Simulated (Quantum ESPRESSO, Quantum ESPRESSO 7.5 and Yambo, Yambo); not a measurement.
# Quasiparticle gap of AlAs (F-43m) in Yambo

Wanted: ground state, empty states, screening and self-energy for AlAs (F-43m).

Main program and level: Quantum ESPRESSO 7.5 and Yambo 5.3.0; PBE and many-body steps on it, plane waves.

**Experimental background.**

- Gap 3.018 eV: lowest direct gap at Gamma; earlier measurement quoted from literature, technique not stated; 300 K; bulk crystal (pure AlAs, literature value used as model input) (quoted in “Simultaneous Measurement of Mid-Infrared Refractive Indices in Thin-Film Heterostructures: Methodology and Results for GaAs/AlGaAs”, 2023, arxiv:2301.08293).

Most raw output is cut from this account.

**1. Starting point**

The structure is cubic, space group F-43m (No. 216). Conventional cell: a = 5.661 Å, b = 5.661 Å, c = 5.661 Å, α = 90.00°, β = 90.00°, γ = 90.00°. Nearest to Al lie 4 As at 2.45 Å. Nearest to As lie 4 Al at 2.45 Å. Farther neighbours are not listed.

The cell and positions come from the Crystallography Open Database and are kept as given unless a step says otherwise.

**2. Ground state**

This step: Quantum ESPRESSO 7.5; DFT, PBE with spin-orbit coupling, plane waves, norm-conserving pseudopotentials.

The ground-state density comes first.

The input, pw.in:

```
&control
  calculation = 'scf'
  prefix = 'x'
  outdir = 'o'
  pseudo_dir = 'pseudo'
/
&system
  ibrav = 0
  nat = 2
  ntyp = 2
  ecutwfc = 76.0
  nbnd = 28
  force_symmorphic = .true.
  noncolin = .true.
  lspinorb = .true.
/
&electrons
  conv_thr = 1e-10
  electron_maxstep = 80
  mixing_beta = 0.5
/
ATOMIC_SPECIES
  Al 26.982 Al.upf
  As 74.922 As.upf
CELL_PARAMETERS angstrom
  0.0000000000 2.8304000000 2.8304000000
  2.8304000000 0.0000000000 2.8304000000
  2.8304000000 2.8304000000 -0.0000000000
ATOMIC_POSITIONS crystal
  Al 0.0000000000 0.0000000000 0.0000000000
  As 0.2500000000 0.2500000000 0.2500000000
K_POINTS automatic
  6 6 6 0 0 0
```

Run with:

```
> OMP_NUM_THREADS=1 mpirun -n 8 pw.x -nk 8 -in pw.in > pw.out
```

Elapsed: 11 s, on 8 MPI ranks of Arm Neoverse V2, shared host; peak memory 0.78 GiB.

This step gave:

```yaml
total_energy: -2949.5439 eV
gap: 1.337 eV
k_of_the_valence_top: 0, 0, 0
k_of_the_conduction_bottom: 0, -0.5, -0.5
least_direct_gap: 1.948 eV
```

The gap is indirect, with the least direct gap 0.61 eV higher.

**3. Bands along the symmetry lines**

Levels along a band path, at the cheap level, show where the edges lie and whether the meshes to come will hold them.

The input, pw.in:

```
&control
  calculation = 'bands'
  prefix = 'x'
  outdir = 'o'
  pseudo_dir = 'pseudo'
/
&system
  ibrav = 0
  nat = 2
  ntyp = 2
  ecutwfc = 76.0
  nbnd = 30
  force_symmorphic = .true.
  noncolin = .true.
  lspinorb = .true.
/
&electrons
  conv_thr = 1e-9
  electron_maxstep = 80
  diago_full_acc = .true.
  diago_thr_init = 5e-6
/
ATOMIC_SPECIES
  Al 26.982 Al.upf
  As 74.922 As.upf
CELL_PARAMETERS angstrom
  0.0000000000 2.8304000000 2.8304000000
  2.8304000000 0.0000000000 2.8304000000
  2.8304000000 2.8304000000 -0.0000000000
ATOMIC_POSITIONS crystal
  Al 0.0000000000 0.0000000000 0.0000000000
  As 0.2500000000 0.2500000000 0.2500000000
K_POINTS crystal
  50
  0.00000000 0.00000000 0.00000000 1
  -0.06250000 -0.06250000 0.00000000 1
  -0.12500000 -0.12500000 0.00000000 1
  -0.18750000 -0.18750000 0.00000000 1
  -0.25000000 -0.25000000 0.00000000 1
  -0.31250000 -0.31250000 0.00000000 1
  -0.37500000 -0.37500000 0.00000000 1
  -0.43750000 -0.43750000 0.00000000 1
  -0.50000000 -0.50000000 0.00000000 1
  -0.48437500 -0.48437500 0.03125000 1
  -0.46875000 -0.46875000 0.06250000 1
  -0.45312500 -0.45312500 0.09375000 1
  -0.43750000 -0.43750000 0.12500000 1
  -0.42187500 -0.42187500 0.15625000 1
  -0.40625000 -0.40625000 0.18750000 1
  -0.39062500 -0.39062500 0.21875000 1
  -0.37500000 -0.37500000 0.25000000 1
  -0.37500000 0.00000000 0.37500000 1
  -0.32812500 0.00000000 0.32812500 1
  -0.28125000 0.00000000 0.28125000 1
  -0.23437500 0.00000000 0.23437500 1
  -0.18750000 0.00000000 0.18750000 1
  -0.14062500 0.00000000 0.14062500 1
  -0.09375000 0.00000000 0.09375000 1
  -0.04687500 0.00000000 0.04687500 1
  0.00000000 0.00000000 0.00000000 1
  0.00000000 0.00000000 0.06250000 1
  0.00000000 0.00000000 0.12500000 1
  0.00000000 0.00000000 0.18750000 1
  0.00000000 0.00000000 0.25000000 1
  0.00000000 0.00000000 0.31250000 1
  0.00000000 0.00000000 0.37500000 1
  0.00000000 0.00000000 0.43750000 1
  -0.00000000 -0.00000000 0.50000000 1
  -0.06250000 -0.03125000 0.46875000 1
  -0.12500000 -0.06250000 0.43750000 1
  -0.18750000 -0.09375000 0.40625000 1
  -0.25000000 -0.12500000 0.37500000 1
  -0.31250000 -0.15625000 0.34375000 1
  -0.37500000 -0.18750000 0.31250000 1
  -0.43750000 -0.21875000 0.28125000 1
  -0.50000000 -0.25000000 0.25000000 1
  -0.50000000 -0.28125000 0.21875000 1
  -0.50000000 -0.31250000 0.18750000 1
  -0.50000000 -0.34375000 0.15625000 1
  -0.50000000 -0.37500000 0.12500000 1
  -0.50000000 -0.40625000 0.09375000 1
  -0.50000000 -0.43750000 0.06250000 1
  -0.50000000 -0.46875000 0.03125000 1
  -0.50000000 -0.50000000 0.00000000 1
```

The job ended after 11 s (8 MPI ranks; peak memory 0.62 GiB; 86 s of CPU time).

Numbers from this step:

- gap: 1.337 eV
- k of the valence top: 0, 0, 0
- k of the conduction bottom: -0.5, -0.5, 0
- least direct gap: 1.948 eV

The gap is 1.337 eV, as in the run before at this level.

Electronic bands along the path, in eV, zero at the top of the highest filled band:

```tsv
point	band 15	band 16	band 17	band 18	band 19	band 20	band 21	band 22
Γ	0.00	0.00	0.00	0.00	1.95	1.95	4.17	4.17
halfway	-1.51	-1.51	-1.37	-1.37	2.49	2.49	3.68	3.68
X	-2.33	-2.33	-2.21	-2.21	1.34	1.34	2.20	2.20
halfway	-2.85	-2.79	-2.17	-2.17	1.69	1.70	2.91	2.95
U	-3.56	-3.47	-1.90	-1.90	2.14	2.15	4.85	4.91
jump to K	-3.56	-3.47	-1.90	-1.90	2.14	2.15	4.85	4.91
halfway	-2.14	-2.06	-0.56	-0.55	3.59	3.63	4.85	4.89
Γ	0.00	0.00	0.00	0.00	1.95	1.95	4.17	4.17
halfway	-0.67	-0.67	-0.49	-0.49	2.52	2.52	4.80	4.80
L	-1.01	-1.01	-0.84	-0.84	2.04	2.04	4.58	4.58
halfway	-2.83	-2.75	-1.66	-1.62	3.54	3.60	4.15	4.15
W	-3.35	-3.22	-2.92	-2.91	4.23	4.23	5.49	5.60
halfway	-2.85	-2.76	-2.63	-2.62	2.40	2.40	3.29	3.33
X	-2.33	-2.33	-2.21	-2.21	1.34	1.34	2.20	2.20
```

**4. Empty states on the mesh, 4×4×4 mesh, 254 bands**

The sums over transitions need many empty states on a uniform mesh; this step solves for them.

The input, pw.in:

```
&control
  calculation = 'nscf'
  prefix = 'x'
  outdir = 'o'
  pseudo_dir = 'pseudo'
/
&system
  ibrav = 0
  nat = 2
  ntyp = 2
  ecutwfc = 76.0
  nbnd = 254
  force_symmorphic = .true.
  noncolin = .true.
  lspinorb = .true.
/
&electrons
  conv_thr = 1e-9
  electron_maxstep = 80
  diago_full_acc = .true.
  diago_thr_init = 5e-6
/
ATOMIC_SPECIES
  Al 26.982 Al.upf
  As 74.922 As.upf
CELL_PARAMETERS angstrom
  0.0000000000 2.8304000000 2.8304000000
  2.8304000000 0.0000000000 2.8304000000
  2.8304000000 2.8304000000 -0.0000000000
ATOMIC_POSITIONS crystal
  Al 0.0000000000 0.0000000000 0.0000000000
  As 0.2500000000 0.2500000000 0.2500000000
K_POINTS automatic
  4 4 4 0 0 0
```

Run with:

```
> OMP_NUM_THREADS=1 mpirun -n 8 pw.x -nk 4 -in pw.in > pw.out
```

It took 24 s on 8 MPI ranks; peak memory 1 GiB.

This step gave:

- gap: 1.337 eV
- k of the valence top: 0, 0, 0
- k of the conduction bottom: 0, -0.5, -0.5
- least direct gap: 1.948 eV
- k points computed: 8
- lowest point of the top converged band, above the valence top: 97.0023 eV

On this mesh the gap is 1.337 eV.

**5. Conversion and set-up**

This step: Yambo 5.3.0; conversion and set-up on PBE with spin-orbit coupling, plane waves, norm-conserving pseudopotentials.

The states are converted to the many-body program's format and the q mesh is built.

Run with:

```
> (cd o/x.save; p2y > p2y.log; mv SAVE ../..); yambo > setup.log
```

It took 2.8 s on 1 MPI rank; peak memory 0.25 GiB.

**6. Screening and self-energy, 4×4×4 mesh, 254 bands, screening to 142.9 eV**

Now the one-shot GW correction: screening in the RPA, then the self-energy of the levels asked for.

This step: G0W0 on PBE with spin-orbit coupling, plane waves, norm-conserving pseudopotentials.

The input, gw4.in:

```
HF_and_locXC
gw0
dyson
ppa
em1d
rim_cut
RandQpts= 1000000
RandGvec= 1 RL
EXXRLvcs= 76 Ry
VXCRLvcs= 304 Ry
Chimod= "HARTREE"
% BndsRnXp
 1 | 254 |
%
NGsBlkXp= 10.5 Ry
% LongDrXp
 1 | 1 | 1 |
%
% GbndRnge
 1 | 254 |
%
DysSolver= "n"
ExtendOut
PPAPntXp= 27.21138 eV
% QPkrange
 1 | 1 | 15 | 22 |
 7 | 7 | 15 | 22 |
%
```

Run with:

```
> OMP_NUM_THREADS=1 mpirun -n 8 yambo -F gw4.in -J gw4 -C gw4 > gw4.log
```

It took 2.4 min on 8 MPI ranks; peak memory 5.7 GiB.

This step gave:

* G0W0 gap on the points computed: 2.399 eV
* starting gap on the mesh: 1.337 eV
* k of the valence top: 0, 0, 0
* k of the conduction bottom: 0, -0.5, -0.5
* least direct G0W0 gap on the computed points: 3.029 eV
* Z at the valence top: 0.7885
* Z at the conduction bottom: 0.8049

The gap on the mesh goes from 1.34 eV to 2.40 eV, a correction of +1.06 eV.

Limits: finite bands, cutoff and mesh; exchange with frozen shells missing; coarse k mesh. v1 is the top filled band, c1 the lowest empty one. Levels before and after the correction, in eV, zero at the valence-band top of each column:

```tsv
	conduction bottom	valence top
Kohn-Sham	1.34	0.00
G0W0	2.40	0.00
```

```tsv
	level	energy (eV)
Kohn-Sham	Γ v3-v1	0.000
Kohn-Sham	Γ c1-c2	1.948
Kohn-Sham	Γ c3	4.173
Kohn-Sham	(0 -0.5 -0.5) v3	-2.335
Kohn-Sham	(0 -0.5 -0.5) v2-v1	-2.210
Kohn-Sham	(0 -0.5 -0.5) c1-c2	1.337
Kohn-Sham	(0 -0.5 -0.5) c3	2.202
G0W0	Γ v3-v1	0.000
G0W0	Γ c1-c2	3.029
G0W0	Γ c3	5.427
G0W0	(0 -0.5 -0.5) v3	-2.370
G0W0	(0 -0.5 -0.5) v2-v1	-2.237
G0W0	(0 -0.5 -0.5) c1-c2	2.399
G0W0	(0 -0.5 -0.5) c3	3.376
```

**7. Where the time went**

Times are wall times on the hardware named with each run, good to a factor of about two.

```tsv
step	time	share	memory (GiB)
ground state	11 s	6 %	0.78
bands along the symmetry lines	11 s	6 %	0.62
empty states on the mesh	24 s	13 %	1.0
conversion and set-up	2.8 s	1 %	0.25
screening and self-energy	2.4 min	75 %	5.7
```

**8. What came out**

```yaml
pbe_gap: 1.34 eV, indirect
g0w0_gap_on_the_mesh: 2.40 eV
gw_settings: 4×4×4 mesh, 254 bands, screening to 142.9 eV, Godby-Needs plasmon pole
known_limits: not at the basis limit; exchange with frozen shells missing; coarse k mesh
```

G0W0 moves the gap on the mesh from 1.34 eV to 2.40 eV (+1.06 eV), with Z of 0.79 and 0.80 at the edges. Only 2 of the mesh's irreducible points were corrected, so a valley elsewhere could overtake. The dearest step here is «screening and self-energy». Against experiment, by G0W0@PBE: the direct gap of 3.03 eV lies +0.01 eV from the measured 3.018 eV (direct, 300 K, quoted 2023). An exciton line or allowed optical edge lies below the quasiparticle gap by the binding energy; a forbidden edge can push the onset above it. The calculation has static nuclei and no excitons; a measured gap holds zero-point and thermal motion, which mostly lowers it. Bands and cutoff are finite, so the gap is not at the basis limit. The miss can reach some tenths of an eV and take either sign; the mesh is an error of its own. In the G0W0 run levels were corrected at 2 k points alone, so a gap called «on the mesh» is the least over those, and an edge elsewhere would be missed. The 4×4×4 mesh is coarse for this cell, which bears on the long-range parts of exchange and screening. The norm-conserving file of at least one element keeps a d shell over frozen s and p shells of the same row. Exchange with those shells is missing from the self-energy, an error of 0.3 to 0.9 eV in cases checked, whose sign depends on which edge lies on those atoms.

[Paths, hosts, dates, memory and timing lines, banners, echoed tables and standing remarks are left out of the program output.]

[Logs are printed without paths, hosts, clocks, repeated set-up lines and the standing remarks that a program may print on its own settings, such as how far it seeks lower states.]

[Runs of the session that timed out or met a known fault of the program may be left out.]

[Hosts, paths, dates, database ids (printed as entryN), source tags and the programs' standing remarks are cut or masked in the printed files.]
